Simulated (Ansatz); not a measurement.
# TaN: the cost of one run

Computed with Ansatz 0.2.0 (DFT, levels as named, plane waves, PAW, unless a step's input says otherwise).

### Step 1. The starting structure

Symmetry: P-6m2, No. 187, hexagonal system. Conventional cell: a = 2.937 Å, b = 2.937 Å, c = 2.882 Å, α = 90.00°, β = 90.00°, γ = 120.00°. N (site symmetry -6m2) has 6 Ta at 2.22 to 2.23 Å as nearest neighbours. Around Ta (site symmetry -6m2) lie 6 N at 2.22 to 2.23 Å.

Coordinates:

```xyz
2
Lattice="1.4684 2.5433 0.0000 -1.4684 2.5433 0.0000 0.0000 0.0000 2.8817" Properties=species:S:1:pos:R:3 pbc="T T T"
N     0.0000    0.0000    0.0000
Ta   -0.0001    1.6956    1.4409
```

### Step 2. PBE: cell and atoms

input.yaml reads:

```yaml
crystal:
  lattice:
    - [1.46835393, 2.54326362, 0.0]
    - [-1.468355, 2.54326423, 0.0]
    - [0.0, 0.0, 2.881735]
  atoms:
    - { symbol: "N", position: [0.0, 0.0, 0.0] }
    - { symbol: Ta, position: [0.3333, 0.3334, 0.5] }
  symmetry: { tolerance: 0.0003 }
hamiltonian:
  xc: pbe
  pseudopotentials: { kind: paw }
basis:
  ecutwfc: 420
magnetization:
  spin_polarized: false
scf:
  occupations: { method: fermi_dirac, width: 0.02 }
kpoints:
  mp_grid: { grid: [12, 12, 10], shift: [0, 0, 0] }
output:
  forces: true
  stress: true
  eigenvalues: true
relax:
  max_steps: 60
  cell: {}
```

Started as:

```console
> ansatz run input.yaml --threads 2 --pin off --max-ram 5632MiB --backend cpu --events-out ev --progress --plain --runs-dir out
```

What time and memory should one allow on 2 threads of Intel Xeon Platinum 8488C (Sapphire Rapids), shared host?

About 12 s, with a peak of 0.4 GiB.
